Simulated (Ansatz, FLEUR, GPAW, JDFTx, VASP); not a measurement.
# Fitting the PBEsol energy curve of ZnS

```cif
data_structure
_symmetry_space_group_name_H-M 'F-43m'
_symmetry_Int_Tables_number 216
_cell_length_a 5.4040
_cell_length_b 5.4040
_cell_length_c 5.4040
_cell_angle_alpha 90.000
_cell_angle_beta 90.000
_cell_angle_gamma 90.000
_cell_volume 157.81
loop_
_atom_site_label
_atom_site_type_symbol
_atom_site_symmetry_multiplicity
_atom_site_Wyckoff_symbol
_atom_site_fract_x
_atom_site_fract_y
_atom_site_fract_z
_atom_site_occupancy
Zn1 Zn 4 c 0.25000 0.25000 0.25000 1
S1 S 4 a 0.00000 0.00000 0.00000 1
```

The cell was scaled at fixed shape and fractions and run with VASP, PBE PAW files S, Zn, 520 eV; PBEsol, k mesh 9 × 9 × 9 on the cell of 2 atoms, fermi-dirac occupations of 0.05 eV, no spin polarisation, no spin-orbit coupling. The potentials were made for PBE. Energies are those that the program minimises, any entropy of the smearing included.

```tsv
V (Å³/atom)	energy over the lowest row (meV/atom)
18.5432	7.12
18.9377	?
19.3322	0.00
19.7268	2.53
20.1213	8.52
20.5158	17.65
20.9104	29.56
```

Problem. Fit the third-order Birch-Murnaghan form, give V0, B0 and B′, and predict the energy left open.

Solution. With y = (V0/V)^(2/3), E = E0 + (9 V0 B0/16) [(y - 1)³ B′ + (y - 1)² (6 - 4y)]. Least squares through the rows shown give V0 = 19.2677 Å³/atom, E0 = -0.05 meV, B0 = 78.64 GPa (1 eV/Å³ = 160.218 GPa) and B′ = 4.47, with a largest miss of 0.01 meV. At V = 18.9377 the form with these constants gives 1.38 meV; the run gave 1.37 meV an atom. Other set-ups at this level, from all their volumes (Å³/atom, GPa): FLEUR, all-electron, FLAPW: V0 19.213, B0 78.84; GPAW, PAW data sets generated for this functional: V0 19.223, B0 79; JDFTx, PseudoDojo-SR-PBEsol-0.4.1-standard with smoothed tails: V0 19.196, B0 78.82; Ansatz, all-electron LAPW, scalar-relativistic: V0 19.211, B0 78.87. Measured volume: 19.78 Å³/atom at 300 K (a printed reference work), so the fit lies -2.6 % from it. The runs are for a static lattice.
